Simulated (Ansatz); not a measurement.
Si (lonsdaleite): a single-point calculation in Ansatz 0.2.0 (HSE06). The cell was relaxed with r2SCAN and then strained (epitaxial -3.0 % in the xy plane, free normal strain +1.08 %), with the atoms relaxed again with r2SCAN; k points keep the names of the unstrained zone.

```yaml
crystal:
  lattice:
    - [3.7171656722, 0.0, 0.0]
    - [-1.8585828361, 3.2191599022, 0.0]
    - [0.0, 0.0, 6.4094741312]
  atoms:
    - { symbol: Si, position: [0.3333333333, 0.6666666667, 0.003396101] }
    - { symbol: Si, position: [0.6666666667, 0.3333333333, 0.503396101] }
    - { symbol: Si, position: [0.3333333333, 0.6666666667, 0.371603899] }
    - { symbol: Si, position: [0.6666666667, 0.3333333333, 0.871603899] }
kpoints:
  mp_grid: { grid: [6, 6, 4] }
  band_path:
    path:
      - [0.0, 0.0, 0.0]
      - [0.5, 0.0, 0.0]
      - [0.3333333333, 0.3333333333, 0.0]
      - [0.0, 0.0, 0.5]
      - [0.5, 0.0, 0.5]
      - [0.3333333333, 0.3333333333, 0.5]
    npoints: 1
hamiltonian:
  xc: hse06
scf:
  occupations: { method: fixed }
  n_extra_bands: 5
output:
  forces: true
  stress: true
  eigenvalues: true
```

Some lines of the output have been replaced by numbered gaps.
```
scf.n_extra_bands = 5 over 8 filled bands (N_el = 16.0): the run solves 13 bands
Functional definition: HSE06
Crystal: 4 atoms, lattice volume = 76.697 Å³
Basis set: ecut = 420 eV, 1485 PW (Γ)
Symmetry: 24 space group operations
Space group: P63/mmc (ITA 194)
k-points: 21 of 144
Exchange kernel: α = 0.2500, screened, ω = 0.2079 Å⁻¹, Wigner–Seitz truncation, v(0) = 1046.4935 eV·Å³, q-mesh 6×6×4
hybrid outer 1: dexx = +6.699e-3 eV, tail = 4.07e-6 eV
hybrid outer 2: dexx = +9.654e-8 eV, tail = 7.37e-9 eV, Δε = 4.45e-4 eV, ΔF = 1.01e-4 eV/Å
NSCF: frozen V_eff on 6 k-points
hybrid SCF converged: 2 outer / 9 inner (+3 warm-up)
Free energy (F): -2544.988694 eV
[1]
--- Per-component energies (eV) ---
  E_band       = 10.324667
  E_kinetic    = 164.920950
  E_local      = -103.068270
  E_nonlocal   = 102.569513
  E_hartree    = 29.317398
  E_xc         = -181.074420
  E_vxc        = -154.167999
  E_exx        = -22.628168
  E_paw        = -2071.464787
  E_vpaw       = -13.308104
  E_ewald      = -463.324466
  E_core_change = -0.236465
--- Forces (eV/Å), atoms counted from 1 ---
  atom   1  Si      0.00000      0.00000    -0.01946
  atom   2  Si      0.00000      0.00000    -0.01946
  atom   3  Si      0.00000      0.00000      0.01946
  atom   4  Si      0.00000      0.00000      0.01946
--- Stress (GPa, compression-positive) ---
        7.829087       0.000000       0.000000
        0.000000       7.829087       0.000000
        0.000000       0.000000      -0.390712
  P = ⅓ Tr σ = 5.0892 GPa (50.892 kbar)
--- Band table (eV; the first three rows and the last of 21) ---
[2]
```

The rows of the band table are 0: (0, 0, 0) = Γ, 1: (0, 0, 1/4), 2: (0, 0, -1/2) = A, 20: (1/3, 1/3, -1/2) = H.

Question: Give the withheld lines. They hold the Fermi energy and the band table.

Answer:
```
[1]
Fermi energy:    6.797487 eV
[2]
  k-point 0: bands = […, -1.6945, 5.2209, 5.2209, 5.9457, 6.7975, 6.7975, 9.0435, 9.1327, 9.5682, 9.5682, …]
  k-point 1: bands = […, -0.6122, 4.1721, 5.3869, 5.3869, 6.4604, 6.4604, 9.2308, 9.8824, 9.8824, 10.0316, …]
  k-point 2: bands = […, 1.5942, 1.5942, 5.8503, 5.8503, 5.8503, 5.8503, 9.7276, 9.7276, 10.5733, 10.5733, …]
  k-point 20: bands = […, -1.7048, -1.7048, 1.4849, 1.4849, 4.1819, 4.1819, 8.6751, 8.6751, 10.6249, 10.6249, …]
```
Only the leading digits can be foreseen; the rest is this run's record.

The HSE06 gap is indirect, 0.92 eV (Γ to K), below the direct gap of 2.25 eV at Γ. The gap is the least over the mesh and the extra points. The mean pressure at these positions is +5.1 GPa, compression counted positive. The stress of a hybrid is loosely converged here.

It took 46 s on 1 × NVIDIA H100 80GB HBM3 with 2 threads of AMD EPYC 7R13 Processor (Zen 3), with other jobs on the host, load about 1.1 per core; peak host memory 1.9 GiB.

(Simulation; spin polarisation is off.)

The meshes of the hybrids are coarse, so their gaps aren't converged to the digits shown.
